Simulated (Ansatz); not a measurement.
# EuO: the cost of one run

Method: DFT PBE+U (U = 2 eV, J = 0.7 eV on Eu f), plane waves, PAW, no spin–orbit coupling unless a run says so, in Ansatz 0.2.0.

## 1. The structure to begin with

Symmetry: Fm-3m, No. 225, cubic system. The conventional cell has a = 5.144 Å, b = 5.144 Å, c = 5.144 Å, α = 90.00°, β = 90.00°, γ = 90.00°. Eu (site symmetry m-3m) has 6 O at 2.57 Å as nearest neighbours. O (site symmetry m-3m) has 6 Eu at 2.57 Å as nearest neighbours.

Structure file:

```cif
data_structure
_symmetry_space_group_name_H-M 'Fm-3m'
_symmetry_Int_Tables_number 225
_cell_length_a 5.1439
_cell_length_b 5.1439
_cell_length_c 5.1439
_cell_angle_alpha 90.000
_cell_angle_beta 90.000
_cell_angle_gamma 90.000
_cell_volume 136.11
loop_
_atom_site_label
_atom_site_type_symbol
_atom_site_symmetry_multiplicity
_atom_site_Wyckoff_symbol
_atom_site_fract_x
_atom_site_fract_y
_atom_site_fract_z
_atom_site_occupancy
Eu1 Eu 4 b 0.00000 0.00000 0.50000 1
O1 O 4 a 0.00000 0.00000 0.00000 1
```

Magnetic order typed: antiferromagnetic, doubled cell 0 1/2 1/2.

An earlier series on this cell reached its lowest free state from «random orbitals: drawn by pairs, first filling», perhaps among other starts.

## 2. Random orbitals: single harmonics, second filling

Contents of input.yaml:

```yaml
crystal:
  lattice:
    - [0.0, 2.57195197, 2.57195197]
    - [5.14390394, 2.57195197, 2.57195197]
    - [5.14390394, 5.14390394, 0.0]
  atoms:
    - { symbol: Eu, position: [0.5, 0.5, 0.0], spin: 5.0 }
    - { symbol: O, position: [0.0, 0.0, 0.0] }
    - { symbol: Eu, position: [0.5, 0.5, 0.5], spin: -5.0 }
    - { symbol: O, position: [0.0, 0.0, 0.5] }
basis:
  ecutwfc: 420
  ecutrho_ratio: 4
kpoints:
  mp_grid: { grid: [6, 6, 6] }
hamiltonian:
  xc: pbe
  hubbard:
    sites:
      - { site: 0, l: f, u: 2.0, j: 0.7, starting_ns: [{ spin: up, occupation_matrix: s0up }, { spin: down, occupation_matrix: s0down }] }
      - { site: 2, l: f, u: 2.0, j: 0.7, starting_ns: [{ spin: up, occupation_matrix: s2up }, { spin: down, occupation_matrix: s2down }] }
    occupation_matrices:
      s0up:
        matrix:
          - [0.97, 0.0, 0.0, 0.0, 0.0, 0.0, 0.0]
          - [0.0, 0.97, 0.0, 0.0, 0.0, 0.0, 0.0]
          - [0.0, 0.0, 0.97, 0.0, 0.0, 0.0, 0.0]
          - [0.0, 0.0, 0.0, 0.97, 0.0, 0.0, 0.0]
          - [0.0, 0.0, 0.0, 0.0, 0.02, 0.0, 0.0]
          - [0.0, 0.0, 0.0, 0.0, 0.0, 0.97, 0.0]
          - [0.0, 0.0, 0.0, 0.0, 0.0, 0.0, 0.97]
      s0down:
        matrix:
          - [0.02, 0.0, 0.0, 0.0, 0.0, 0.0, 0.0]
          - [0.0, 0.02, 0.0, 0.0, 0.0, 0.0, 0.0]
          - [0.0, 0.0, 0.02, 0.0, 0.0, 0.0, 0.0]
          - [0.0, 0.0, 0.0, 0.02, 0.0, 0.0, 0.0]
          - [0.0, 0.0, 0.0, 0.0, 0.02, 0.0, 0.0]
          - [0.0, 0.0, 0.0, 0.0, 0.0, 0.97, 0.0]
          - [0.0, 0.0, 0.0, 0.0, 0.0, 0.0, 0.02]
      s2up:
        matrix:
          - [0.02, 0.0, 0.0, 0.0, 0.0, 0.0, 0.0]
          - [0.0, 0.02, 0.0, 0.0, 0.0, 0.0, 0.0]
          - [0.0, 0.0, 0.02, 0.0, 0.0, 0.0, 0.0]
          - [0.0, 0.0, 0.0, 0.02, 0.0, 0.0, 0.0]
          - [0.0, 0.0, 0.0, 0.0, 0.02, 0.0, 0.0]
          - [0.0, 0.0, 0.0, 0.0, 0.0, 0.02, 0.0]
          - [0.0, 0.0, 0.0, 0.0, 0.0, 0.0, 0.97]
      s2down:
        matrix:
          - [0.97, 0.0, 0.0, 0.0, 0.0, 0.0, 0.0]
          - [0.0, 0.02, 0.0, 0.0, 0.0, 0.0, 0.0]
          - [0.0, 0.0, 0.97, 0.0, 0.0, 0.0, 0.0]
          - [0.0, 0.0, 0.0, 0.97, 0.0, 0.0, 0.0]
          - [0.0, 0.0, 0.0, 0.0, 0.97, 0.0, 0.0]
          - [0.0, 0.0, 0.0, 0.0, 0.0, 0.97, 0.0]
          - [0.0, 0.0, 0.0, 0.0, 0.0, 0.0, 0.97]
    ns_hold: until_converged
scf:
  occupations: { method: gaussian, width: 0.05 }
  lower_state_search: "off"
  max_iter: 150
output:
  forces: true
  stress: true
  eigenvalues: true
  populations: true
  hubbard: { sites: [{ site: 0, l: f }, { site: 2, l: f }] }
magnetization:
  spin_polarized: true
```

The typed matrices put 0.97 on the chosen orbitals and 0.02 on the others, and are held until the SCF converges, then released.

Started as:

```
$ ansatz run input.yaml --threads 4 --pin off --max-ram 6144MiB --backend cpu --events-out ev --progress --plain --runs-dir out
```

What time and memory should one allow on 4 threads of Arm Neoverse V2, shared host?

About 28 s, with a peak of 0.65 GiB.
